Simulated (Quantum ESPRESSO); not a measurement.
Runs of Quantum ESPRESSO 7.5 on AlN. Symmetry: F-43m, No. 216, cubic system. The conventional cell has a = 4.368 Å, b = 4.368 Å, c = 4.368 Å, α = 90.00°, β = 90.00°, γ = 90.00°. Al (site symmetry -43m) has 4 N at 1.89 Å as nearest neighbours. Around N (site symmetry -43m) lie 4 Al at 1.89 Å. Measurements of this composition are mostly on another form, of space group No. 186.

| task | level | potentials or basis | k mesh | cutoff (eV) | gap on the mesh (eV) | V0 of scaled cells (Å³/atom) | B0 (GPa) |
| --- | --- | --- | --- | --- | --- | --- | --- |
| single point | PBE | SG15 PBE 1.2 | 6 × 6 × 6 | 1020 | 3.34 | - | - |
| equation of state | N12 | PseudoDojo 0.4.1 SR PBE standard | 10 × 10 × 10 | 1143 | - | (a) | 205 |
| equation of state | vdW-DF3-opt1 | PseudoDojo 0.4.1 SR PBE standard | 10 × 10 × 10 | 1143 | - | 10.59 | (b) |
| single point | PBE | SG15 PBE 1.2 | 8 × 8 × 8 | 1020 | 3.34 | - | - |
| band structure | PBE | PseudoDojo 0.5 SR PBE standard | 10 × 10 × 10 | 1143 | 3.32 | - | - |

Alike in all rows: no spin polarisation; cell as given; smearing fermi-dirac 0.05 eV.

Q: Estimate the missing entries.

A: (a) 10.27; (b) 197.

Caveats: the potentials were made for another functional, which shifts forces and pressure (some runs).

A k mesh can miss the band edges.

The runs don't all hold the same shells in valence.
